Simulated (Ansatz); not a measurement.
One structure, 3 elements: CsCl, CsBr, CsI

Plane-wave DFT in Ansatz with scalar-relativistic PAW potentials, cutoff 420 eV, Γ-centred meshes chosen by cell and gap, Gaussian smearing with energies taken to zero width. Every cell was relaxed (cell and atoms) in a run of its own, within the symmetry of its start. Functional: PBE.

All members share space group Pm-3m and the same sites; only the element on one set of sites changes (Cl, Br, I). Members needn't be the stable form of their composition. Energies over the elements, where given, are against the elements' standard states in the same functional (H₂, N₂, O₂ and halogens uncorrected, Hg as a solid). The first member:

Space group Pm-3m (No. 221). a = 4.203 Å, b = 4.203 Å, c = 4.203 Å, α = 90.00°, β = 90.00°, γ = 90.00°
| atom | site | symmetry | x | y | z |
| --- | --- | --- | --- | --- | --- |
| Cs | 1a | m-3m | 0.0000 | 0.0000 | 0.0000 |
| Cl | 1b | m-3m | 0.5000 | 0.5000 | 0.5000 |

```tsv
compound	V (Å³/atom)	a (Å)	gap on mesh (eV)	energy over elements (eV/atom)
CsCl	37.12	4.203	5.02	-1.963
CsI	50.77	4.665	3.69	-1.541
```

Problem. Predict the member with Br.

Solution. V (Å³/atom) 42.20, a (Å) 4.387, gap on mesh (eV) 4.26, energy over elements (eV/atom) -1.769. Interpolating linearly in period between Cl and I would give 43.94 Å³/atom (4.1 % too large) and a gap of 4.35 eV, with -1.752 eV/atom over the elements. Over the whole series the volume grows at each step down the group; the gap narrows; binding against the elements weakens. The p levels of the anion rise down the group and lift the valence band, the usual cause of such narrowing. Less electronegative, larger anions gain less from charge transfer and lattice energy, in line with the weaker binding.

Spin-orbit coupling is left out, which matters for the bands of heavy elements.